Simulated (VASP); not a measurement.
# LiH: restarted molecular dynamics, 2 variants

LiH, Fm-3m (no. 225), 16 atoms in the cell. PBE, molecular dynamics; PAW potentials Li, H (PBE set).

| Restart from | Temperature at the end (K) | The same without a restart (K) | Potential energy at the end (eV/atom) | The same without a restart (eV/atom) | Electronic steps in the first step after the restart | Time (s) |
|---|---|---|---|---|---|---|
| CONTCAR with velocities, WAVECAR read | 210.0 | 210.0 | -2.99852 | -2.99852 | 4 | 181 |
| CONTCAR with velocities, no WAVECAR | 210.0 | 210.0 | -2.99852 | -2.99852 | 12 | 212 |

Limits: 30 fs of 16 atoms are too short for converged averages; the cell is only 4.7 Å across, so each atom moves in step with near copies of itself.

## Input of the first row

INCAR.step1:
```
SYSTEM = LiH
GGA      = PE             ! functional
PREC     = Normal         ! precision mode
ENCUT    = 250            ! plane-wave cutoff, eV
EDIFF    = 1E-6           ! SCF threshold, eV
NELMIN   = 4            
NELM     = 60             ! most SCF steps
ALGO     = Normal         ! electronic algorithm
LREAL    = Auto         
LASPH    = .TRUE.         ! aspherical terms in the spheres
ISMEAR   = 0              ! smearing method
SIGMA    = 0.05           ! smearing width, eV
ISYM     = 0            
LWAVE    = .TRUE.         ! write WAVECAR
LCHARG   = .FALSE.        ! write CHGCAR
IBRION   = 0              ! ionic algorithm
NSW      = 30             ! ionic steps
POTIM    = 0.5            ! step
TEBEG    = 600          
ISIF     = 2              ! what is computed and relaxed
RANDOM_SEED= 402127 0 0   
MDALGO   = 2            
SMASS    = -3           
KPAR     = 2             
```

INCAR.step2, as INCAR.step1 but for:
```
- LWAVE = .TRUE.
+ LWAVE = .FALSE.
```

KPOINTS:
```
k-points
0
Monkhorst-Pack
  2 2 2
```

POSCAR.step1:
```
LiH
1.0
    0.0000000000      4.0735000000      4.0735000000
    4.0735000000      0.0000000000      4.0735000000
    4.0735000000      4.0735000000      0.0000000000
Li H
8 8
Direct
    0.0000000000      0.0000000000      0.0000000000
    0.0000000000      0.0000000000      0.5000000000
    0.0000000000      0.5000000000      0.0000000000
    0.0000000000      0.5000000000      0.5000000000
    0.5000000000      0.0000000000      0.0000000000
    0.5000000000      0.0000000000      0.5000000000
    0.5000000000      0.5000000000      0.0000000000
    0.5000000000      0.5000000000      0.5000000000
    0.2500000000      0.2500000000      0.2500000000
    0.2500000000      0.2500000000      0.7500000000
    0.2500000000      0.7500000000      0.2500000000
    0.2500000000      0.7500000000      0.7500000000
    0.7500000000      0.2500000000      0.2500000000
    0.7500000000      0.2500000000      0.7500000000
    0.7500000000      0.7500000000      0.2500000000
    0.7500000000      0.7500000000      0.7500000000
```

Commands (each step's output is kept before the next begins):
```
cat potpaw_PBE.64/Li/POTCAR potpaw_PBE.64/H/POTCAR > POTCAR
cp INCAR.step1 INCAR
cp POSCAR.step1 POSCAR
mpirun -np 2 vasp_std > vasp.out
cp CONTCAR POSCAR
cp INCAR.step2 INCAR
mpirun -np 2 vasp_std > vasp.out
```

Changes of the last row against the first:
```
(step 1)
- LWAVE = True
+ LWAVE = False
```

VASP 6.6.1 took 181 s on 2 cores (Intel Xeon Platinum 8375C @ 2.90GHz (Ice Lake)), a shared host.
